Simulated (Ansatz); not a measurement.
Structure: Mg2Ge (Fm-3m) from a database structure, at its r2SCAN minimum. Space group Fm-3m (No. 225), cubic; a = 6.366 Å in the conventional setting, 21.50 Å³ an atom. Around Mg lie 4 Ge at 2.76 Å; around Ge lie 8 Mg at 2.76 Å.

```
Mg Ge
1.0
     0.00000    3.18311    3.18311
     3.18311    0.00000    3.18311
     3.18311    3.18311    0.00000
Mg Ge
2 1
Direct
  0.75000 0.75000 0.75000
  0.25000 0.25000 0.25000
  0.00000 0.00000 0.00000
```

4 runs of Ansatz on this cell differ in the functional (and in the settings that go with it). Levels are in eV from each run's valence top; v1 is the last filled band, c1 the first empty one.

Run A, mean stress +1.3 GPa (compression positive):
```tsv
point	v2	v1	c1	c2
Γ	0.00	0.00	1.09	2.84
X	-2.02	-2.02	0.14	0.57
U	-3.52	-1.68	0.72	3.15
```

Run B, mean stress +0.4 GPa (compression positive):
```tsv
point	v2	v1	c1	c2
Γ	0.00	0.00	1.75	3.41
X	-2.24	-2.24	0.51	1.04
U	-3.87	-1.86	1.16	3.76
```

Run C, mean stress -2.0 GPa (compression positive):
```tsv
point	v2	v1	c1	c2
Γ	0.00	0.00	0.94	2.82
X	-2.01	-2.01	0.13	0.50
U	-3.52	-1.68	0.69	3.10
```

Run D, mean stress +0.3 GPa (compression positive):
```tsv
point	v2	v1	c1	c2
Γ	0.00	0.00	2.33	4.04
X	-2.29	-2.29	1.10	1.65
U	-3.98	-1.90	1.77	4.43
```

Q: Match the runs to LDA, PBE, HSE06, PBE0.

A: A is PBE, B is HSE06, C is LDA, D is PBE0. In order of the gap: LDA 0.13, PBE 0.14, HSE06 0.51, PBE0 1.10 eV.

Calculated for a static, non-magnetic cell.

Spin-orbit coupling is left out.

The program warns that its thresholds are loose for a hybrid's stress.
